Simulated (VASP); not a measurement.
# PtSe2 (P-3m1) in VASP: notebook

One crystal, PtSe2, is run at these levels: LDA; tasks: relaxation of cell and atoms.

Everything below comes from runs of VASP 6.6.1. Logs are shortened: lines on timing, memory, paths and dates and some standing lists are left out, and cuts for length are marked.

### Step 1. The structure

It takes space group P-3m1 (No. 164, trigonal). Conventional cell: a = 3.724 Å, b = 3.724 Å, c = 5.062 Å, α = 90.00°, β = 90.00°, γ = 120.00°. Pt (site symmetry -3m) has 6 Se at 2.49 Å as nearest neighbours. Se (site symmetry 3m) is surrounded by 3 Pt at 2.49 Å.

### Step 2. Relaxation of cell and atoms, LDA

INCAR

```
ALGO = Fast
EDIFF = 1E-7
EDIFFG = -0.002
ENCUT = 350
IBRION = 2
ISIF = 3
ISMEAR = 0
KPAR = 4
LASPH = True
LCHARG = False
LREAL = False
LWAVE = False
NELM = 60
NSW = 80
PREC = Accurate
SIGMA = 0.02
```

KPOINTS

```
k-points
0
Gamma
  6 6 4
```

POSCAR

```
PtSe2
1.0
    3.7240000000      0.0000000000      0.0000000000
   -1.8620000000      3.2250786000      0.0000000000
    0.0000000000      0.0000000000      5.0620000000
Pt Se
1 2
Direct
    0.0000000000      0.0000000000      0.0000000000
    0.3333333300      0.6666666700      0.2500000000
    0.6666666700      0.3333333300      0.7500000000
```

Potentials or basis: VASP PAW LDA potentials, release 64 (Pt, Se).

Run with:

```
$ cat potpaw_LDA.64/Pt/POTCAR potpaw_LDA.64/Se/POTCAR > POTCAR
$ mpirun -np 4 vasp_std > vasp.out
```

OUTCAR:

```text
EDIFF = 1E-7
   EDIFFG = -0.002
   ENCUT = 350
   IBRION = 2
   ISIF = 3
   ISMEAR = 0
   LASPH = True
   LREAL = False
   NELM = 60
   NSW = 80
   PREC = Accurate

 ion  position               nearest neighbor table
   1  0.000  0.000  0.000-   2 2.49   3 2.49   2 2.49   3 2.49   3 2.49   2 2.49
   2  0.333  0.667  0.250-   1 2.49   1 2.49   1 2.49
   3  0.667  0.333  0.750-   1 2.49   1 2.49   1 2.49

  LATTYP: Found a hexagonal cell.
 ALAT       =     3.7240000000
 C/A-ratio  =     1.3592910849

  Lattice vectors:

 A1 = (   3.7240000000,   0.0000000000,   0.0000000000)
 A2 = (  -1.8620000000,   3.2250786000,   0.0000000000)
 A3 = (   0.0000000000,   0.0000000000,   5.0620000000)

Analysis of symmetry for initial positions (statically):
=====================================================================
 Subroutine PRICEL returns:
 Original cell was already a primitive cell.

 Routine SETGRP: Setting up the symmetry group for a
 hexagonal supercell.

 Subroutine GETGRP returns: Found 12 space group operations
 (whereof 12 operations were pure point group operations)
 out of a pool of 24 trial point group operations.

The static configuration has the point symmetry D_3d.

Analysis of symmetry for dynamics (positions and initial velocities):
=====================================================================
 Subroutine PRICEL returns:
 Original cell was already a primitive cell.

 Routine SETGRP: Setting up the symmetry group for a
 hexagonal supercell.

 Subroutine GETGRP returns: Found 12 space group operations
 (whereof 12 operations were pure point group operations)
 out of a pool of 24 trial point group operations.

The dynamic configuration has the point symmetry D_3d.

 Subroutine INISYM returns: Found 12 space group operations
 (whereof 12 operations are pure point group operations),
 and found     1 'primitive' translations

----------------------------------------------------------------------------------------

                                     Primitive cell

  volume of cell :      60.7956

  direct lattice vectors                    reciprocal lattice vectors
     3.724000000  0.000000000  0.000000000     0.268528464  0.155034981  0.000000000
    -1.862000000  3.225078600  0.000000000     0.000000000  0.310069962  0.000000000
     0.000000000  0.000000000  5.062000000     0.000000000  0.000000000  0.197550375

  length of vectors
     3.724000000  3.723999997  5.062000000     0.310069962  0.310069962  0.197550375

  position of ions in fractional coordinates (direct lattice)
     0.000000000  0.000000000  0.000000000
     0.333333330  0.666666670  0.250000000
     0.666666670  0.333333330  0.750000000

  ion indices of the primitive-cell ions
   primitive index   ion index
                 1           1
                 2           2
                 3           3

----------------------------------------------------------------------------------------

 KPOINTS: k-points

Automatic generation of k-mesh.
 Grid dimensions read from file:
 generate k-points for:    6    6    4

 Generating k-lattice:

  Cartesian coordinates                     Fractional coordinates (reciprocal lattice)
     0.044754744  0.025839164  0.000000000     0.166666667  0.000000000  0.000000000
     0.000000000  0.051678327  0.000000000     0.000000000  0.166666667  0.000000000
     0.000000000  0.000000000  0.049387594     0.000000000  0.000000000  0.250000000

  Length of vectors
     0.051678327  0.051678327  0.049387594

  Shift w.r.t. Gamma in fractional coordinates (k-lattice)
     0.000000000  0.000000000  0.000000000

 Subroutine IBZKPT returns following result:
 ===========================================

 Found     24 irreducible k-points:

 Following reciprocal coordinates:
            Coordinates               Weight
  0.000000  0.000000  0.000000      1.000000
  0.166667  0.000000  0.000000      6.000000
  0.333333 -0.000000  0.000000      6.000000
  0.500000 -0.000000  0.000000      3.000000
  0.166667  0.166667  0.000000      6.000000
  0.333333  0.166667  0.000000     12.000000
[... 16 lines left out ...]
  0.333333  0.166667  0.500000     12.000000
  0.333333  0.333333  0.500000      2.000000
   k-points           NKPTS =     24   k-points in BZ     NKDIM =     24   number of bands    NBANDS=     15
   number of dos      NEDOS =    301   number of ions     NIONS =      3
   total plane-waves  NPLWV =  18432
   dimension x,y,z NGX =    24 NGY =   24 NGZ =   32
   dimension x,y,z NGXF=    48 NGYF=   48 NGZF=   64
   ions per type =               1   2
   NGX,Y,Z   is equivalent  to a cutoff of  10.71, 10.71, 10.51 a.u.
   NGXF,Y,Z  is equivalent  to a cutoff of  21.43, 21.43, 21.02 a.u.
 SYSTEM =  unknown system
   PREC   = accura    normal or accurate (medium, high low for compatibility)
   ISTART =      0    job   : 0-new  1-cont  2-samecut
   ICHARG =      2    charge: 1-file 2-atom 10-const
   ISPIN  =      1    spin polarized calculation?
   LNONCOLLINEAR =      F non collinear calculations
   LSORBIT =      F    spin-orbit coupling
   LASPH  =      T    aspherical Exc in radial PAW
   ENCUT  =  350.0 eV  25.72 Ry    5.07 a.u.   5.68  5.68  7.72*2*pi/ulx,y,z
   NELM   =     60;   NELMIN=  2; NELMDL= -5     # of ELM steps
   EDIFF  = 0.1E-06   stopping-criterion for ELM
   LREAL  =      F    real-space projection
   EDIFFG = -.2E-02   stopping-criterion for IOM
   NSW    =     80    number of steps for IOM
   IBRION =      2    ionic relax: 0-MD 1-quasi-New 2-CG
   NFREE  =      1    steps in history (QN), initial steepest desc. (CG)
   ISIF   =      3    stress and relaxation
   ISYM   =      2    0-nonsym 1-usesym 2-fastsym
   POTIM  = 0.5000    time-step for ionic-motion
   TEBEG  =    0.0;   TEEND  =   0.0 temperature during run
   PSTRESS=    0.0 pullay stress
   NELECT =      22.0000    total number of electrons
   NUPDOWN=      -1.0000    fix difference up-down
   EMIN   =  10.00;   EMAX   =-10.00  energy-range for DOS
   EFERMI =   0.00;   METHOD = LEGACY
   ISMEAR =     0;   SIGMA  =   0.02  broadening in eV -4-tet -1-fermi 0-gaus
   EFERMI_NEDOS =   21; number of points for ismear=-14 and -15
   IALGO  =     68    algorithm
   IMIX   =      4    mixing-type and parameters
     AMIX     =   0.40;   BMIX     =  1.00
     AMIX_MAG =   1.60;   BMIX_MAG =  1.00
  volume/ion in A,a.u.               =      20.27       136.76
  Fermi-wavevector in a.u.,A,eV,Ry     =   1.166608  2.204570 18.517184  1.360975
  Thomas-Fermi vector in A             =   2.303119
   LORBIT       =      0    0 simple, 1 ext, 2 COOP (PROOUT), +10 PAW based schemes
   GGA     = CA    functional components
   LHFCALC =     F    Hartree Fock is set to
   AEXX    =    0.0000 exact exchange contribution
   IVDW    =     0    specifies the selected vdW correction
   LEPSILON=     F    determine dielectric tensor
   LRPA    =     F    only Hartree local field effects (RPA)
 conjugate gradient relaxation of ions
 non-spin polarized calculation
 RMM-DIIS sequential band-by-band and
 Gauss-broadening in eV      SIGMA  =   0.02
  energy-cutoff  :      350.00
  volume of cell :       60.80
 maximum number of plane-waves:       924
 NGX is ok and might be reduce to    24
   NGX = 11   NGY = 11   NGZ = 15

--------------------------------------- Ionic step        1  -------------------------------------------

 number of electron      22.0000007 magnetization

 Free energy of the ion-electron system (eV)
  ---------------------------------------------------
  ext. energy  EPLUGINS =         0.00000000
  ---------------------------------------------------
  free energy    TOTEN  =       -17.05656623 eV

  energy without entropy =      -17.05572696  energy(sigma->0) =      -17.05614659

------------------------ aborting loop because EDIFF is reached ----------------------------------------

  FORCE on cell =-STRESS in cart. coord.  units (eV):
  Direction    XX          YY          ZZ          XY          YZ          ZX
  --------------------------------------------------------------------------------------
  -------------------------------------------------------------------------------------
  Total        0.0460135      0.0460135     -0.3722054     -0.0000000     -0.0000000     -0.0000000
  in kB        1.2126178      1.2126178     -9.8089196     -0.0000000     -0.0000000     -0.0000000
  external PRESSURE =      -2.4612280 kB  Pullay stress =       0.0000000 kB
[... 92 lines left out ...]
  FREE ENERGIE OF THE ION-ELECTRON SYSTEM (eV)
  ---------------------------------------------------
  free  energy   TOTEN  =       -17.0834607005 eV

  energy  without entropy=      -17.0829312697  energy(sigma->0) =      -17.08319599

[... ionic steps 4 to 21 ...]

--------------------------------------- Ionic step       22  -------------------------------------------

 number of electron      21.9999996 magnetization

------------------------ aborting loop because EDIFF is reached ----------------------------------------

  FORCE on cell =-STRESS in cart. coord.  units (eV):
  Direction    XX          YY          ZZ          XY          YZ          ZX
  --------------------------------------------------------------------------------------
  -------------------------------------------------------------------------------------
  Total       -0.0094003     -0.0094003     -0.0037584     -0.0000000      0.0000000      0.0000000
  in kB       -0.2600171     -0.2600171     -0.1039607     -0.0000000      0.0000000      0.0000000
  external PRESSURE =      -0.2079983 kB  Pullay stress =       0.0000000 kB
[... 59 lines left out ...]
  energy  without entropy=      -17.0952912419  energy(sigma->0) =      -17.09556804

--------------------------------------- Ionic step       24  -------------------------------------------

 number of electron      21.9999996 magnetization

 Free energy of the ion-electron system (eV)
  ---------------------------------------------------
  ext. energy  EPLUGINS =         0.00000000
  ---------------------------------------------------
  free energy    TOTEN  =       -17.09584536 eV

  energy without entropy =      -17.09528856  energy(sigma->0) =      -17.09556696

 E-fermi :   7.0173     XC(G=0): -11.1911

 val. band max:        7.0012766457   @ k =   0.0000   0.3333   0.2500
 cond. band min:       7.0194013487   @ k =   0.3333   0.3333   0.0000
 fundamental gap:      0.0181247031
 Fermi energy:         7.0173391840

 k-point     1 :       0.0000    0.0000    0.0000
  band No.  band energies     occupation
      1      -8.8532      2.00000
      2      -5.5948      2.00000
      3      -0.2878      2.00000
      4       0.6016      2.00000
      5       0.6016      2.00000
      6       3.1415      2.00000
      7       3.1415      2.00000
      8       4.5523      2.00000
      9       6.0276      2.00000
     10       6.0276      2.00000
     11       7.8748      0.00000
     12       8.1661      0.00000
     13       8.1661      0.00000
     14      10.2340      0.00000
     15      11.2263      0.00000
[... 442 lines left out ...]
  FREE ENERGIE OF THE ION-ELECTRON SYSTEM (eV)
  ---------------------------------------------------
  free  energy   TOTEN  =       -17.0958453554 eV

  energy  without entropy=      -17.0952885603  energy(sigma->0) =      -17.09556696

 reached required accuracy - stopping structural energy minimisation
```

Wall time 30 s (4 MPI ranks of Intel Xeon Platinum 8488C (Sapphire Rapids), shared host); peak memory 0.14 GiB.

Results:

| Item | Value |
| --- | --- |
| Free energy | -17.0958 eV |
| Relaxed volume | 19.31 Å³/atom |
| Relaxed cell | a = 3.739 Å, b = 3.739 Å, c = 4.783 Å, α = 90.00°, β = 90.00°, γ = 120.00° |
| Space group after relaxing (to 0.05 Å) | P-3m1 (No. 164) |
| Energy gained by relaxing | 13.1 meV/atom |
| Ionic steps | 24 |
| Pressure after relaxing | 0.0 GPa |
| Band gap on the k mesh | none (metal or under the smearing width) |

Step by step:
```csv
step,energy change (eV),largest force (eV/Å),pressure (GPa),volume (Å³)
1,0.0000,0.2392,-0.25,60.80
2,-0.0081,0.2196,-0.64,60.52
3,-0.0269,0.0125,-1.55,59.69
4,-0.0162,0.5359,-2.66,58.01
5,-0.0315,0.1433,-1.89,59.19
6,-0.0348,0.1220,-1.33,58.79
7,-0.0379,0.0817,-0.15,58.01
8,-0.0380,0.0770,-0.01,57.91
9,-0.0382,0.0662,0.01,57.92
10,-0.0388,0.0343,0.04,57.93
11,-0.0392,0.0292,0.10,57.96
12,-0.0392,0.0169,0.09,57.95
13,-0.0392,0.0051,-0.06,58.00
14,-0.0392,0.0064,-0.04,57.99
15,-0.0393,0.0062,-0.04,57.98
16,-0.0393,0.0046,-0.01,57.95
17,-0.0393,0.0012,0.02,57.88
18,-0.0393,0.0028,0.00,57.92
19,-0.0393,0.0029,0.00,57.92
20,-0.0393,0.0022,0.01,57.90
21,-0.0393,0.0025,0.01,57.91
22,-0.0393,0.0011,-0.02,57.92
23,-0.0393,0.0004,-0.01,57.92
24,-0.0393,0.0005,0.00,57.92
```

Final structure:
```
Pt Se
1.0
     3.73911    0.00000    0.00000
    -1.86956    3.23817    0.00000
     0.00000    0.00000    4.78328
Pt Se
1 2
Direct
  0.00000 0.00000 0.00000
  0.33333 0.66667 0.26472
  0.66667 0.33333 0.73528
```

Spin-orbit coupling is left out, which matters for the levels of Pt. LDA usually gives volumes a few per cent too small.

### Step 3. Relaxation of cell and atoms, LDA

This run uses another cell than the first one, of 19.31 Å³/atom, 0.953 times its volume.

INCAR is that of step 2.

KPOINTS is that of step 2.

POSCAR

```
PtSe2                                   
1.0
    3.7391135326     -0.0000000000     -0.0000000000
   -1.8695567663      3.2381673031     -0.0000000000
    0.0000000000     -0.0000000000      4.7832752675
  Pt              Se            
     1     2
Direct
     0.0000000000000000    0.0000000000000000    0.0000000000000000
     0.3333333300000021    0.6666666699999979    0.2647247313438429
     0.6666666699999979    0.3333333300000021    0.7352752686561570
```

Potentials or basis: VASP PAW LDA potentials, release 64 (Pt, Se).

Run with:

```
$ cat potpaw_LDA.64/Pt/POTCAR potpaw_LDA.64/Se/POTCAR > POTCAR
$ mpirun -np 4 vasp_std > vasp.out
```

Wall time 11 s (4 MPI ranks of Intel Xeon Platinum 8488C (Sapphire Rapids), shared host); peak memory 0.13 GiB.

Results (log left out):

| Item | Value |
| --- | --- |
| Free energy | -17.0927 eV |
| Relaxed volume | 19.28 Å³/atom |
| Relaxed cell | a = 3.740 Å, b = 3.740 Å, c = 4.776 Å, α = 90.00°, β = 90.00°, γ = 120.00° |
| Space group after relaxing (to 0.05 Å) | P-3m1 (No. 164) |
| Energy gained by relaxing | 0.0 meV/atom |
| Ionic steps | 9 |
| Pressure after relaxing | 0.0 GPa |
| Band gap on the k mesh | none (metal or under the smearing width) |

Final structure:
```
Pt Se
1.0
     3.73991    0.00000    0.00000
    -1.86996    3.23886    0.00000
     0.00000    0.00000    4.77605
Pt Se
1 2
Cartesian
  3.7399 0.0000 0.0000
  0.0000 2.1592 1.2651
  1.8700 1.0796 3.5109
```

Levels at points of the mesh, in eV from the Fermi level:
| k point | band 7 | band 8 | band 9 | band 10 | band 11 | band 12 | band 13 | band 14 | band 15 |
| --- | --- | --- | --- | --- | --- | --- | --- | --- | --- |
| (0.00, 0.00, 0.00) | -3.88 | -2.46 | -0.99 | -0.99 | 0.86 | 1.14 | 1.14 | 3.21 | 4.21 |
| (0.50, 0.00, 0.00) | -3.80 | -3.79 | -3.37 | -3.31 | -2.93 | 0.54 | 2.64 | 5.11 | 6.11 |
| (0.00, 0.00, 0.50) | -3.94 | -2.98 | -1.72 | -1.72 | -1.63 | 2.46 | 2.46 | 4.96 | 6.58 |
| (0.50, 0.00, 0.50) | -3.42 | -3.40 | -3.11 | -2.64 | -1.08 | 0.66 | 1.56 | 4.80 | 5.06 |

The run has no spin-orbit coupling, so splittings on Pt are missing.
